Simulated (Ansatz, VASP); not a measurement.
# SnSe: VASP beside Ansatz, part 2 of 2

Wanted: the spread between two codes on one cell, functional and k mesh. The cell is taken from a series of VASP runs on this material, whose earlier steps may have relaxed, scaled or displaced it; both programs get it as it stands.

VASP 6.6.1 and Ansatz 0.2.0.

So far. Step 2 (Ansatz: elastic constants, LDA): The run ends at a pressure of 0.27 GPa.

## Step 3: VASP: elastic constants, LDA

Level of this step: LDA; plane waves and PAW (Sn_d, Se) (VASP).

The same cell, functional (in two slightly different forms), mesh and smearing now go to VASP, with its own data sets and cutoff.

Lines of VASP's logs that name or quote its potential files are left out, and so is its time.

Contents of INCAR:

```
SYSTEM = SnSe
PREC = Accurate
ENCUT = 700
EDIFF = 1E-08
NELM = 100
ISMEAR = 0
SIGMA = 0.03
LREAL = .FALSE.
ALGO = Normal
GGA = CA
NBANDS = 16
LORBIT = 11
LWAVE = .FALSE.
LCHARG = .FALSE.
KPAR = 4
IBRION = 6
NFREE = 2
POTIM = 0.015
ISIF = 3
NSW = 1
```

Contents of POSCAR:

```
SnSe
1.0
    0.0000000000      2.9420910559      2.9420910559
    2.9420910559      0.0000000000      2.9420910559
    2.9420910559      2.9420910559      0.0000000000
Sn Se
1 1
Direct
    0.0000000000      0.0000000000      0.0000000000
    0.5000000000      0.5000000000      0.5000000000
```

Contents of KPOINTS:

```
Automatic mesh
0
Gamma
8 8 8
0 0 0
```

The projector-augmented-wave data sets are Sn_d and Se (LDA family, release 64).

Run with:

```sh
mpirun -np 4 vasp_std
```

Numbers of over 12 decimals in the logs are rounded to 6 here.

Output:

```text
[banner, memory and clock lines left out]
running    4 mpi-ranks, on    1 nodes
 distrk:  each k-point on    1 cores,    4 groups
 distr:  one band on    1 cores,    1 groups

 POSCAR found type information on POSCAR SnSe
 POSCAR found :  2 types and       2 ions
 LDA part: xc-table for (Slater(with rela. corr.)+CA(PZ))
 , standard interpolation
 POSCAR, INCAR and KPOINTS ok, starting setup
 FFT: planning ... GRIDC
 FFT: planning ... GRID_SOFT
 FFT: planning ... GRID
 WAVECAR not read
 entering main loop
       N       E                     dE             d eps       ncg     rms          rms(c)
DAV:   1     0.140957610780E+03    0.14096E+03   -0.11654E+04   944   0.193E+03
DAV:   2     0.305423600540E+01   -0.13790E+03   -0.13436E+03   968   0.418E+02
DAV:   3    -0.935269628359E+01   -0.12407E+02   -0.12352E+02  1184   0.992E+01
DAV:   4    -0.966120309437E+01   -0.30851E+00   -0.30841E+00  1096   0.170E+01
DAV:   5    -0.967001825818E+01   -0.88152E-02   -0.88150E-02  1384   0.275E+00    0.356E+00
DAV:   6    -0.951812654504E+01    0.15189E+00   -0.36864E-01  1384   0.391E+00    0.219E+00
DAV:   7    -0.951085900129E+01    0.72675E-02   -0.58167E-02  1160   0.118E+00    0.959E-01
DAV:   8    -0.950956860914E+01    0.12904E-02   -0.54129E-03  1168   0.685E-01    0.656E-02
DAV:   9    -0.950946654303E+01    0.10207E-03   -0.79374E-04  1400   0.242E-01    0.404E-02
DAV:  10    -0.950946768902E+01   -0.11460E-05   -0.63826E-05  1104   0.498E-02    0.882E-03
DAV:  11    -0.950946824918E+01   -0.56016E-06   -0.47594E-06  1280   0.179E-02    0.294E-03
DAV:  12    -0.950946821238E+01    0.36801E-07   -0.43808E-07  1184   0.101E-02    0.106E-03
DAV:  13    -0.950946821225E+01    0.12960E-09   -0.28581E-08  1128   0.201E-03
   1 F= -.95094682E+01 E0= -.95094682E+01  d E =-.123077E-16
[... from here on, the cycles between the ionic steps are left out ...]
   2 F= -.95059814E+01 E0= -.95059814E+01  d E =-.562491E-28
   3 F= -.95013943E+01 E0= -.95013943E+01  d E =-.205784E-29
   9 F= -.95087860E+01 E0= -.95087860E+01  d E =-.887137E-14
  10 F= -.95087860E+01 E0= -.95087860E+01  d E =-.887127E-14
  11 F= -.95087860E+01 E0= -.95087860E+01  d E =-.888932E-14
  12 F= -.95087860E+01 E0= -.95087860E+01  d E =-.887036E-14
  13 F= -.95087860E+01 E0= -.95087860E+01  d E =-.887542E-14
  14 F= -.95094110E+01 E0= -.95094110E+01  d E =-.119209E-16
  15 F= -.95094110E+01 E0= -.95094110E+01  d E =-.119116E-16
  16 F= -.95094118E+01 E0= -.95094118E+01  d E =-.118533E-16
 Finite differences progress:
  Degree of freedom:   8/  8
  Displacement:        1/  2
  Total:              15/ 16
 bond charge predicted
       N       E                     dE             d eps       ncg     rms          rms(c)
DAV:   1    -0.950741749465E+01    0.19943E-02   -0.59515E-01  1912   0.294E+00    0.173E-01
DAV:   2    -0.950947454044E+01   -0.20570E-02   -0.22504E-02  2232   0.866E-01    0.451E-02
DAV:   3    -0.950942646159E+01    0.48079E-04   -0.22303E-04  2400   0.103E-01    0.267E-02
DAV:   4    -0.950941149179E+01    0.14970E-04   -0.63868E-05  2304   0.414E-02    0.837E-03
DAV:   5    -0.950941178543E+01   -0.29364E-06   -0.88683E-06  2120   0.164E-02    0.515E-03
DAV:   6    -0.950941178077E+01    0.46580E-08   -0.24496E-07  2600   0.314E-03    0.324E-03
DAV:   7    -0.950941175017E+01    0.30594E-07   -0.68969E-08  2184   0.175E-03    0.426E-04
DAV:   8    -0.950941175107E+01   -0.89676E-09   -0.14118E-08  2024   0.677E-04
  17 F= -.95094118E+01 E0= -.95094118E+01  d E =-.119249E-16
 Finite differences progress:
  Degree of freedom:   8/  8
  Displacement:        2/  2
  Total:              16/ 16
```

OUTCAR, selected parts (step 3):

```text
ion  position               nearest neighbor table
   1  0.000  0.000  0.000-   2 2.94   2 2.94   2 2.94   2 2.94   2 2.94   2 2.94
   2  0.500  0.500  0.500-   1 2.94   1 2.94   1 2.94   1 2.94   1 2.94   1 2.94

  LATTYP: Found a face centered cubic cell.
 ALAT       =     5.8841821118

 Subroutine GETGRP returns: Found 48 space group operations
 (whereof 48 operations were pure point group operations)

The static configuration has the point symmetry O_h .

 Found     29 irreducible k-points:

   k-points           NKPTS =     29   k-points in BZ     NKDIM =     29   number of bands    NBANDS=     16

   dimension x,y,z NGX =    36 NGY =   36 NGZ =   36
   dimension x,y,z NGXF=    72 NGYF=   72 NGZF=   72

   ENCUT  =  700.0 eV  51.45 Ry    7.17 a.u.   8.98  8.98  8.98*2*pi/ulx,y,z

   NELECT =      20.0000    total number of electrons

 k-points in reciprocal lattice and weights: Automatic mesh
   0.00000000  0.00000000  0.00000000       0.002
   0.12500000  0.00000000  0.00000000       0.016
   0.25000000  0.00000000  0.00000000       0.016
   0.37500000  0.00000000  0.00000000       0.016
   0.50000000  0.00000000  0.00000000       0.008
   0.12500000  0.12500000  0.00000000       0.012
   0.25000000  0.12500000  0.00000000       0.047
   0.37500000  0.12500000  0.00000000       0.047
   0.50000000  0.12500000  0.00000000       0.047
[...]
-0.37500000  0.50000000  0.12500000       0.023
  -0.25000000  0.50000000  0.25000000       0.012

 average (electrostatic) potential at core
       1-100.6420       2 -58.4358

 E-fermi :   6.2721

 k-point     1 :       0.0000    0.0000    0.0000
  band No.  band energies     occupation
    ...
      6      -8.1342      2.00000
      7       1.2667      2.00000
      8       3.8529      2.00000
      9       3.8537      2.00000
     10       3.8537      2.00000
     11      10.6947      0.00000
     12      10.6947      0.00000
     13      10.6979      0.00000
     14      12.0056      0.00000
     15      12.0080      0.00000
    ...

 k-point     2 :       0.1250    0.0000    0.0000
  band No.  band energies     occupation
    ...
      6      -8.0097      2.00000
      7       0.5442      2.00000
      8       3.8746      2.00000
      9       3.8751      2.00000
     10       4.4251      2.00000
     11       9.7462      0.00000
     12       9.8840      0.00000
     13       9.8866      0.00000
     14      11.9914      0.00000
     15      12.4024      0.00000
    ...

 k-point     3 :       0.2500    0.0000    0.0000
  band No.  band energies     occupation
    ...
      6      -7.6705      2.00000
      7      -0.7212      2.00000
      8       3.9482      2.00000
      9       3.9489      2.00000
     10       5.2532      2.00000
     11       8.4263      0.00000
     12       8.6426      0.00000
     13       8.6439      0.00000
     14      12.3070      0.00000
     15      13.4086      0.00000
    ...

  Total        0.1330179      0.1304485      0.1304485     -0.0000000     -0.0000000      0.0000000
  in kB        4.1842967      4.1034714      4.1034714     -0.0000000     -0.0000000      0.0000000
  external PRESSURE =       4.1304131 kB  Pullay stress =       0.0000000 kB

  energy-cutoff  :      700.00
  volume of cell :       50.93
      direct lattice vectors                 reciprocal lattice vectors
     0.000000000  2.942091056  2.942091056    -0.169947153  0.169947153  0.169947153
     2.942091056  0.000000000  2.942091056     0.169947153 -0.169947153  0.169947153
     2.942091056  2.942091056  0.000000000     0.169947153  0.169947153 -0.169947153

 POSITION                                       TOTAL-FORCE (eV/Angst)
 -----------------------------------------------------------------------------------
      0.00000      0.00000      0.00000        -0.007565      0.000000      0.000000
      2.92709      2.94209      2.94209         0.007565      0.000000      0.000000
 -----------------------------------------------------------------------------------
    total drift:                               -0.000020     -0.000000     -0.000000

  FREE ENERGIE OF THE ION-ELECTRON SYSTEM (eV)
  ---------------------------------------------------
  free  energy   TOTEN  =        -9.5094117511 eV

  energy  without entropy=       -9.5094117511  energy(sigma->0) =       -9.50941175

  SYMMETRIZED ELASTIC MODULI (kBar)
 Direction    XX          YY          ZZ          XY          YZ          ZX
 --------------------------------------------------------------------------------
 XX        1614.3962    121.9389    121.9389     -0.0000     -0.0000      0.0000
 YY         121.9389   1614.3962    121.9389     -0.0000     -0.0000      0.0000
 ZZ         121.9389    121.9389   1614.3962     -0.0000      0.0000      0.0000
 XY          -0.0000     -0.0000     -0.0000    192.9798     -0.0000      0.0000
 YZ          -0.0000     -0.0000      0.0000     -0.0000    192.9798      0.0000
 ZX           0.0000      0.0000      0.0000      0.0000      0.0000    192.9798
 --------------------------------------------------------------------------------

 Eigenvectors and eigenvalues of the dynamical matrix
 ----------------------------------------------------

   1 f  =    1.612548 THz    10.131937 2PiTHz   53.788808 cm-1     6.668959 meV
             X         Y         Z           dx          dy          dz
      0.000000  0.000000  0.000000     0.000000   -0.101073   -0.625851
      2.942091  2.942091  2.942091    -0.000000    0.123298    0.763474

   2 f  =    1.612548 THz    10.131937 2PiTHz   53.788808 cm-1     6.668959 meV
             X         Y         Z           dx          dy          dz
      0.000000  0.000000  0.000000     0.000000    0.625851   -0.101073
      2.942091  2.942091  2.942091     0.000000   -0.763474    0.123298

   3 f  =    1.612548 THz    10.131937 2PiTHz   53.788808 cm-1     6.668959 meV
             X         Y         Z           dx          dy          dz
      0.000000  0.000000  0.000000    -0.633960    0.000000   -0.000000
      2.942091  2.942091  2.942091     0.773366    0.000000   -0.000000

   4 f/i=    0.004034 THz     0.025344 2PiTHz    0.134545 cm-1     0.016681 meV
             X         Y         Z           dx          dy          dz
      0.000000  0.000000  0.000000     0.007882    0.758169   -0.152356
      2.942091  2.942091  2.942091     0.006461    0.621502   -0.124893

   5 f/i=    0.004034 THz     0.025344 2PiTHz    0.134545 cm-1     0.016681 meV
             X         Y         Z           dx          dy          dz
      0.000000  0.000000  0.000000     0.773326   -0.007728    0.001553
      2.942091  2.942091  2.942091     0.633927   -0.006335    0.001273

   6 f/i=    0.004034 THz     0.025344 2PiTHz    0.134545 cm-1     0.016681 meV
             X         Y         Z           dx          dy          dz
      0.000000  0.000000  0.000000     0.000000    0.152364    0.758208
      2.942091  2.942091  2.942091     0.000000    0.124899    0.621535

 ELASTIC MODULI CONTR FROM IONIC RELAXATION (kBar)
 Direction    XX          YY          ZZ          XY          YZ          ZX
 --------------------------------------------------------------------------------
 XX           0.0000      0.0000      0.0000      0.0000      0.0000      0.0000
 YY           0.0000      0.0000      0.0000      0.0000      0.0000      0.0000
 ZZ           0.0000      0.0000      0.0000      0.0000      0.0000      0.0000
 XY           0.0000      0.0000      0.0000      0.0000      0.0000      0.0000
 YZ           0.0000      0.0000      0.0000      0.0000      0.0000      0.0000
 ZX           0.0000      0.0000      0.0000      0.0000      0.0000      0.0000
 --------------------------------------------------------------------------------

 TOTAL ELASTIC MODULI (kBar)
 Direction    XX          YY          ZZ          XY          YZ          ZX
 --------------------------------------------------------------------------------
 XX        1614.3962    121.9389    121.9389     -0.0000     -0.0000      0.0000
 YY         121.9389   1614.3962    121.9389     -0.0000     -0.0000      0.0000
 ZZ         121.9389    121.9389   1614.3962     -0.0000      0.0000      0.0000
 XY          -0.0000     -0.0000     -0.0000    192.9798     -0.0000      0.0000
 YZ          -0.0000     -0.0000      0.0000     -0.0000    192.9798      0.0000
 ZX           0.0000      0.0000      0.0000      0.0000      0.0000    192.9798
 --------------------------------------------------------------------------------

 total charge
# of ion       s       p       d       tot
------------------------------------------
    1        1.388   0.737   9.999  12.124
    2        1.487   2.300   0.033   3.819
--------------------------------------------------
tot          2.875   3.037  10.031  15.944

[... 3 further parts left out ...]
```

## Step 4: Differences

Known differences besides the potentials themselves: the two LDA forms differ slightly; the data sets hold 30 valence electrons in Ansatz (default PAW (the set named soft_2) files) and 20 in VASP; the cutoff is 420 eV in Ansatz and 700 eV in VASP; VASP's log shows a relativistic correction to its local exchange, Ansatz's none. Total energies have different zeros and are not compared.

Both answers:

```
 quantity  Ansatz   VASP  difference
C11 (GPa)   159.9  161.4     -0.96 %
C22 (GPa)   159.9  161.4     -0.96 %
C33 (GPa)   159.9  161.4     -0.96 %
C12 (GPa)    12.3   12.2     +0.66 %
C13 (GPa)    12.3   12.2     +0.66 %
C23 (GPa)    12.3   12.2     +0.66 %
C44 (GPa)    19.4   19.3     +0.52 %
C55 (GPa)    19.4   19.3     +0.52 %
C66 (GPa)    19.4   19.3     +0.52 %
```

## Step 5: What came out

```yaml
difference_in_c11_elastic_constants_lda: -0.96 %
```

The difference in C11 is -0.96 % (elastic constants, LDA), within the 5 % picked in this series as the mark of a large difference. 1 further run of this series is not shown here. Such differences can come from data sets, numerical settings and the points named under the comparisons, not from the functional's error against experiment.

[Lines on the potential files, build, host, timing and source positions are cut from VASP's logs without a mark.]

[Logs are printed without paths, hosts, clocks, repeated set-up lines and the standing remarks that a program may print on its own settings, such as how far it seeks lower states.]

[Hosts, paths, dates, database ids (printed as entryN), source tags and the programs' standing remarks are cut or masked in the printed files.]
